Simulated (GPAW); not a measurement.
Runs of GPAW 26.7.0 on ZnSe (Stilleite). The structure is cubic, space group F-43m (No. 216). The conventional cell has a = 5.552 Å, b = 5.552 Å, c = 5.552 Å, α = 90.00°, β = 90.00°, γ = 90.00°. Around Se (site symmetry -43m) lie 4 Zn at 2.40 Å. Zn (site symmetry -43m) is surrounded by 4 Se at 2.40 Å. 

| task | level | potentials or basis | cell | smearing | response ecut | maxiter | response k mesh | response bands | kernels | gap on the mesh (eV) | pressure (GPa) |
| --- | --- | --- | --- | --- | --- | --- | --- | --- | --- | --- | --- |
| dielectric tensor | LDA | the program's PAW data sets (release 1.2.1) made for this functional, pw | F-43m, 21.39 Å³/atom | fermi-dirac 0.001 eV | 80 eV | 150 | 20 × 20 × 20 | 29 | ["RPA"] | 1.30 | - |
| dielectric tensor | LDA | the program's PAW data sets (release 1.2.1) made for this functional, pw | F-43m, 21.85 Å³/atom | fermi-dirac 0.001 eV | 80 eV | 150 | 20 × 20 × 20 | 29 | ["RPA"] | (a) | - |
| single point | PBE | GPAW PAW data sets (gpaw-data 1.2.1), pw | F-43m, 22.76 Å³/atom | fermi-dirac 0.05 eV | - | 120 | - | - | - | 1.30 | (b) |
| single point | LDA | the program's PAW data sets (release 1.2.1) made for this functional, pw | F-43m, 22.76 Å³/atom | fermi-dirac 0.05 eV | - | 120 | - | - | - | 1.04 | -3.8 |
| dielectric tensor | LDA | the program's PAW data sets (release 1.2.1) made for this functional, pw | F-43m, 24.12 Å³/atom | fermi-dirac 0.001 eV | 80 eV | 150 | 20 × 20 × 20 | 29 | ["RPA"] | 0.82 | - |
| dielectric tensor | LDA | the program's PAW data sets (release 1.2.1) made for this functional, pw | F-43m, 23.67 Å³/atom | fermi-dirac 0.001 eV | 80 eV | 150 | 20 × 20 × 20 | 29 | ["RPA"] | 0.89 | - |
| dielectric tensor | LDA | the program's PAW data sets (release 1.2.1) made for this functional, pw | F-43m, 22.76 Å³/atom | fermi-dirac 0.001 eV | 80 eV | 150 | 20 × 20 × 20 | 29 | ["RPA"] | 1.04 | - |
| dielectric tensor | LDA | the program's PAW data sets (release 1.2.1) made for this functional, pw | F-43m, 23.21 Å³/atom | fermi-dirac 0.001 eV | 80 eV | 150 | 20 × 20 × 20 | 29 | ["RPA"] | 0.97 | - |
| dielectric tensor | LDA | the program's PAW data sets (release 1.2.1) made for this functional, pw | F-43m, 22.3 Å³/atom | fermi-dirac 0.001 eV | 80 eV | 150 | 20 × 20 × 20 | 29 | ["RPA"] | 1.13 | - |

Alike in all rows: no spin polarisation; k mesh 7 × 7 × 7; cutoff (eV) 500.

Question: Fill in the values left out.

Answer: (a) 1.21; (b) 1.9.

Caveats: the long-wavelength limit can be off by several per cent where d states take part (some runs); the cutoff is short for stress and forces, so pressures can be off by a GPa or more (some runs).

A k mesh can miss the band edges, and the runs leave out spin-orbit coupling on Se.
